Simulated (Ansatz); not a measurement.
## Ge under changes of volume

One of the cells (19.014 Å³/atom); the others are scaled copies at fixed shape and fractional positions:

```
Ge
1.0
    -2.49590    2.65086    1.43695
     2.49590   -2.65086    1.43695
     2.49590    2.65086   -1.43695
Ge
2
Direct
  0.31406 0.06406 0.25000
  0.68594 0.93594 0.75000
```

This isn't the form of Ge at room conditions, which is diamond.

```yaml
Program: Ansatz 0.2.0
Functional: LDA
Potentials_or_basis: all-electron LAPW, scalar-relativistic
Cutoff: 253 eV (chosen from the basis error)
Basis_error_allowed: 0.001 eV/atom
k_mesh: 11 × 11 × 11
Occupations: fermi-dirac, width 0.05 eV
Spin: no spin polarisation
```

```tsv
volume (Å³/atom)	energy over the lowest point (meV/atom)	pressure (GPa)	largest force (eV/Å)
17.874	0.00	0.4	0.062
18.254	1.22	-1.3	0.065
18.634	6.30	-2.8	0.067
19.014	14.78	-4.2	0.068
19.395	26.22	-5.4	0.069
19.775	40.27	-6.4	0.068
20.155	?	?	?
```

Question: What does the run at 20.155 Å³/atom give?

Answer: Energy over the lowest point 56.63 meV/atom; pressure -7.3 GPa; largest force 0.066 eV/Å.

Worked out: A Birch-Murnaghan fit of order 3 (a polynomial in V^(-2/3)) to the other rows has its minimum at 17.95 Å³/atom with B0 = V·E''(V) = 85 GPa and B' = 5.2 at fixed shape and positions, which overstates the stiffness. It gives 56.57 meV/atom at 20.155 Å³/atom, against the run's 56.63, and -dE/dV = -7.3 GPa, against -7.3.

Energies are extrapolated to zero smearing.
